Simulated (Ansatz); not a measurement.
A generator proposed this cell of BP.

```cif
data_structure
_symmetry_space_group_name_H-M 'P4/mmm'
_symmetry_Int_Tables_number 123
_cell_length_a 2.9705
_cell_length_b 2.9705
_cell_length_c 3.2974
_cell_angle_alpha 90.000
_cell_angle_beta 90.000
_cell_angle_gamma 90.000
_cell_volume 29.10
loop_
_atom_site_label
_atom_site_type_symbol
_atom_site_symmetry_multiplicity
_atom_site_Wyckoff_symbol
_atom_site_fract_x
_atom_site_fract_y
_atom_site_fract_z
_atom_site_occupancy
B1 B 1 a 0.00000 0.00000 0.00000 1
P1 P 1 d 0.50000 0.50000 0.50000 1
```

Level of theory: Ansatz, DFT PBE, scalar-relativistic, plane waves, PAW. Settings: cutoff 420 eV, Γ-centred mesh 6×6×6 on the computed 2-atom cell, Gaussian smearing of 0.10 eV; no spin polarisation.

Formation energies are uncorrected and refer to the elements' standard structures at the same level. The references include black phosphorus.

**Question.** What does a single point on this coarse mesh give?

**Answer.** The pressure is -21.5 GPa (the mean over three directions, positive in compression), the largest force is 0.00 eV/Å (symmetry fixes the atoms), and the energy is +1.84 eV/atom against the elements. The shortest distance is 2.67 Å.

**Question.** How much does it gain on relaxing, and where does it end?

**Answer.** Relaxing gains about 0.43 eV/atom (the start's value is from the coarse mesh, so the gain is rough) in 15 ionic steps and ends at +1.41 eV/atom on the finer mesh. The symmetry stays P4/mmm (No. 123). The end has the tetragonally distorted caesium chloride type. The volume per atom shrinks by 31.2 %, from 14.5 to 10.0 Å³. The shortest distance goes from 2.67 Å (B–P) to 2.35 Å (B–P). Conventional cell: a = 2.691 Å, c = 2.764 Å. Around B lie 8 P at 2.35 Å and 6 B at 2.69–2.76 Å; P is surrounded by 8 B at 2.35 Å and 6 P at 2.69–2.76 Å.

The last run used a 20×20×20 mesh for its 2-atom cell and Gaussian smearing of 0.10 eV. The reference form of P is held partly by dispersion forces, which this level lacks. The relaxation can't lower the symmetry of the start. Symmetry constrained the relaxation, so the result can be a saddle point. Another cell of BP relaxed alike, in P6_3/mmc, lies 1.46 eV/atom lower, so this cell isn't the stable form at this level.
